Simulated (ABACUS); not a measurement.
The system is PbO (Litharge).

```
CELL_PARAMETERS angstrom
3.99000 0.00000 0.00000
0.00000 3.99000 0.00000
0.00000 0.00000 5.01000
ATOMIC_POSITIONS crystal
Pb 0.50000 0.00000 0.76000
Pb 0.00000 0.50000 0.24000
O 0.50000 0.50000 0.00000
O 0.00000 0.00000 0.00000
```

| Quantity | Value |
| --- | --- |
| Program | ABACUS 3.10.1 |
| Task | single point |
| Functional | PBEsol |
| Potentials or basis | PseudoDojo NC SR 0.4.1 PBEsol standard |
| Cutoff | 1143 eV |
| Density cutoff | 4572 eV |
| Basis | plane waves |
| k mesh | 7 × 7 × 6 |
| Occupations | fermi-dirac, width 0.05 eV |
| Spin | no spin polarisation |

On this cell: pressure -0.4 GPa; largest force 0.248 eV/Å; band gap on the k mesh 1.35 eV, indirect (least direct gap 2.28 eV).

The same run follows on a disturbed copy (atoms moved at random, drawn with an rms of 0.05 Å):

```
Pb O
1.0
     3.99000    0.00000    0.00000
     0.00000    3.99000    0.00000
     0.00000    0.00000    5.01000
Pb O
2 2
Direct
  0.50251 0.00029 0.76407
  0.98947 0.50782 0.24743
  0.49476 0.50656 0.99778
  0.99373 0.01242 0.00824
```

What does the disturbed cell give?

The energy moves by +4.7 meV/atom; pressure -0.7 GPa; largest force 0.487 eV/Å; band gap on the k mesh 1.30 eV, indirect (least direct gap 2.23 eV).

Forces in eV/Å, atoms in the order of the input:
```
Pb  -0.162  0.148  0.253
Pb   0.111  0.019 -0.474
O   -0.047 -0.010  0.277
O    0.098 -0.157 -0.056
```

Stress tensor (GPa, compression positive):
```
-1.11 -0.01  0.57
-0.01  0.31 -0.21
 0.57 -0.21 -1.33
```

Caveats: spin-orbit coupling is left out, which as a rule narrows the gap of such compounds by several tenths of an eV; an odd mesh through Γ misses points on the zone boundary, where band edges often lie.
